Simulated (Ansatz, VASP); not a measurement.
## Two plane-wave programs on Sr

```
Sr
1.0
     4.26962    0.00000    0.00000
    -2.13481    3.69760    0.00000
     0.00000    0.00000    6.99868
Sr
2
Direct
  0.33333 0.66667 0.25000
  0.66667 0.33333 0.75000
```

Alike in both runs: functional PBE; k mesh 11 × 11 × 6; occupations fermi-dirac, width 0.08 eV; no spin polarisation.

Ansatz relaxed the structure, and its values are those at the end. VASP's run is a single point on that final structure, the one shown.

|  | VASP | Ansatz |
| --- | --- | --- |
| version | VASP 6.6.1 | Ansatz 0.2.0 |
| potentials or method | VASP PAW PBE potentials, release 64 (Sr_sv) | PAW with Ansatz's default frozen-core files, scalar-relativistic |
| plane-wave cutoff (eV) | 520 | 420 |
| valence electrons in the cell | 20 | 20 |

|  | VASP | Ansatz | Ansatz less VASP |
| --- | --- | --- | --- |
| pressure (GPa) | 0.0 | 0.0 | -0.01 |

With one functional, cell and mesh, what is left measures potentials, basis and numerics.
